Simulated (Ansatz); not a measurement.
## TiAl: opening a crack plane

TiAl, P4/mmm, a = 2.822 Å, c = 4.077 Å. The structure is a COD entry; whether it is the stable form wasn't checked. Ansatz: PBE, PAW, 420 eV, Γ-centred 21×21×5 mesh on 6 atoms, Gaussian smearing 0.15 eV; no spin polarisation. One cut on (001) per cell of 6 atoms is opened rigidly by x, between planes of Al and Ti that stand 2.04 Å apart; y is the energy per area (7.964 Å², 1 eV/Å² = 16.02 J/m²).

| x (Å) | y (J/m²) |
| --- | --- |
| 0.00 | 0.000 |
| 0.25 | ? |
| 0.50 | 0.603 |
| 0.75 | 1.134 |
| 1.00 | 1.688 |
| 1.50 | 2.685 |
| 2.00 | 3.416 |
| 3.00 | 4.118 |
| 4.50 | 4.319 |
| 6.00 | 4.334 |

Question: Fit the universal binding curve y = W[1 − (1 + x/l) e^(−x/l)] to the other rows, give the peak stress, and predict the missing value.

Answer: Least squares gives W = 4.41 J/m² and l = 0.734 Å. The stress dy/dx peaks at x = l with W/(e l) = 22.1 GPa, for rigid faces. At x = 0.25: x/l = 0.341, y = 0.205 J/m². The run gave 0.180 J/m², so the fit is 0.025 J/m² too high, within the rms miss on the fitted rows (0.061 J/m²).

The cost of separation levels off at 4.334 J/m², with most of it spent by 3.00 Å. This short range is what metallic cohesion leads one to expect: Ti 3d states mix with Al 3s and 3p states across the cut, and their overlap decays roughly exponentially as the faces part, while conduction electrons screen the exposed charge. The universal curve captures this but misses in a pattern rather than at random. It runs too high up to 1.00 Å, too low from 1.50 to 3.00 Å and too high again beyond, so the error at 0.25 Å reflects a fit that is too stiff at small opening. The peak stress is less affected, since the steepest rise in the data, between 0.75 and 1.00 Å, has nearly the fitted slope. Because the cut leaves one Ti face and one Al face, the plateau is the sum of two unlike surface energies and can't be split between them. Whether (001) is the preferred cleavage plane would take the same curve for other planes.
